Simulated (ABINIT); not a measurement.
CsH:

```
Cs H
1.0
     0.00000    3.18800    3.18800
     3.18800    0.00000    3.18800
     3.18800    3.18800    0.00000
Cs H
1 1
Direct
  0.00000 0.00000 0.00000
  0.50000 0.50000 0.50000
```

| Property | Result |
| --- | --- |
| Program | ABINIT 10.8.3 (patched build) |
| Task | relaxation of cell and atoms |
| Functional | LDA |
| Potentials or basis | PseudoDojo NC SR LDA v0.4.1 standard |
| Cutoff | 1007 eV |
| k mesh | 5 × 5 × 5 |
| Occupations | fermi-dirac, width 0.05 eV |
| Spin | no spin polarisation |

At the start: pressure -1.3 GPa; volume 32.40 Å³/atom.

Problem. How do energy, volume and symmetry change on relaxing?

Solution. Over 5 steps the energy falls by 18.2 meV/atom and the volume is 28.27 Å³/atom (-12.8 %); space group Fm-3m (No. 225, to 0.05 Å).

The path:
```
step  energy change (eV)  largest force (eV/Å)  pressure (GPa)  volume (Å³)
   1              0.0000                0.0000           -1.27        64.80
   2             -0.0020                0.0000           -1.24        64.55
   3             -0.0354                0.0000            0.27        55.31
   4             -0.0364                0.0000           -0.04        56.71
   5             -0.0364                0.0000            0.00        56.54
```

Final structure:
```
CELL_PARAMETERS angstrom
0.00000 3.04627 3.04627
3.04627 0.00000 3.04627
3.04627 3.04627 0.00000
ATOMIC_POSITIONS crystal
Cs 0.00000 0.00000 0.00000
H 0.50000 0.50000 0.50000
```

Caveat: the volume moved by -13 % from the deposited cell, more than functionals usually miss.
